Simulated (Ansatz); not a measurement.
Working through cell relaxations under several functionals of C, space group C2/m

With Ansatz 0.2.0 through its Python package.

At the Python prompt:
```pycon
>>> import ansatz
>>> import numpy as np
>>> def edges_and_angles(cell):
...     cell = np.asarray(cell)
...     a, b, c = np.linalg.norm(cell, axis=1)
...     cosines = cell[1] @ cell[2] / (b * c), cell[0] @ cell[2] / (a * c), cell[0] @ cell[1] / (a * b)
...     return (a, b, c, *np.degrees(np.arccos(cosines)))
...
>>> crystal = (
...     ansatz.Lattice.of([2.12732, -1.228282, 0.0], [2.12732, 1.228282, 0.0], [-1.37907, 0.0, 3.50283])
...     .atom("C", [0.833356, 0.833356, 9.3e-05])
...     .atom("C", [0.166644, 0.166644, 0.999907])
... )
>>> crystal.resolved().tree()["lattice"]
((2.12732, -1.228282, 0.0), (2.12732, 1.228282, 0.0), (-1.37907, 0.0, 3.50283))
>>> base = (
...     crystal.calculation()
...     .kpoints(spacing=0.2)
...     .occupations("methfessel_paxton", width=0.1)
...     .basis(37 * ansatz.Ry)
...     .relax(cell=True, force_tolerance=0.05)
... )
>>> levels = [("pbesol", "d3bj"), ("r2scan", "d4"), ("lda", "none")]
>>> print("level            a       b       c    alpha   beta  gamma  V/atom  steps")
level            a       b       c    alpha   beta  gamma  V/atom  steps
>>> for name, dispersion in levels:
...     seen = []
...     run = base.functional(name, dispersion=dispersion).session().plan()
...     res = run.execute(on_event=lambda e: seen.append(e) if e["event"] == "relax_step" else None)
...     cell = res.lattice.cell_ang
...     label = name if dispersion == "none" else f"{name}+{dispersion}"
...     print("{:13s} {:7.4f} {:7.4f} {:7.4f} {:6.2f} {:6.2f} {:6.2f}".format(label, *edges_and_angles(cell)), f"{abs(np.linalg.det(cell)) / len(res.lattice.sites):7.3f} {len(seen):5d}")
...
pbesol+d3bj    2.4582  2.4582  3.5938 110.02 110.02  60.00   8.638     8
r2scan+d4      2.4531  2.4531  3.6660 109.48 109.48  60.00   8.816     5
lda            2.4449  2.4449  3.6233 109.57 109.57  60.00   8.648     6
```

From smallest to largest: PBEsol+D3BJ (8.64 Å³ an atom, -5.6 % against the start), LDA (8.65 Å³ an atom, -5.5 % against the start) and r2SCAN+D4 (8.82 Å³ an atom, -3.7 % against the start). The spread is 2.1 % in volume.

Caveats:
- Within a few hundredths of an angstrom the cell has the higher group R-3m; the lower one is a small distortion.
- Edges and angles are those of the cell as typed, here a primitive one, not of the conventional cell.
- The cell relaxed to the group R-3m; tensors and edges are in the axes of the typed cell.
- Wall time of the script: 2.1 min on 1 thread of Intel(R) Xeon(R) Processor @ 2.30GHz, with other jobs on the host, peak memory 0.66 GiB.
